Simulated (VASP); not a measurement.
The system is HfO2.

```xyz
3
Lattice="0.0000 2.5575 2.5575 2.5575 0.0000 2.5575 2.5575 2.5575 0.0000" Properties=species:S:1:pos:R:3 pbc="T T T"
Hf    0.0000    0.0000    0.0000
O     1.2788    1.2788    1.2788
O     3.8363    3.8363    3.8363
```

Measurements of this composition are mostly on another form, of space group No. 14.

- Program: VASP 6.6.1
- Task: relaxation of cell and atoms
- Functional: LDA
- Potentials or basis: VASP PAW LDA potentials, release 64 (Hf_pv, O)
- Cutoff: 600 eV
- k mesh: 10 × 10 × 10
- Occupations: gaussian, width 0.03 eV
- Spin: no spin polarisation

At the start: pressure -19.6 GPa; volume 11.15 Å³/atom.

Task: Where does the relaxation end?

Result: Over 7 steps the energy falls by 56.5 meV/atom and the volume is 10.29 Å³/atom (-7.7 %); space group Fm-3m (No. 225, to 0.05 Å).

Step by step:
```tsv
step	energy change (eV)	largest force (eV/Å)	pressure (GPa)	volume (Å³)
1	0.0000	0.0000	-19.57	33.46
2	0.3006	0.0000	46.76	27.28
3	-0.1691	0.0000	-0.71	30.96
4	-0.1693	0.0000	-0.22	30.90
5	-0.1693	0.0000	0.26	30.85
6	-0.1693	0.0000	-0.33	30.91
7	-0.1694	0.0000	-0.01	30.87
```

Final structure:
```
Hf O
1.0
     0.00000    2.48994    2.48994
     2.48994    0.00000    2.48994
     2.48994    2.48994    0.00000
Hf O
1 2
Cartesian
  0.0000 0.0000 0.0000
  1.2450 1.2450 1.2450
  3.7349 3.7349 3.7349
```
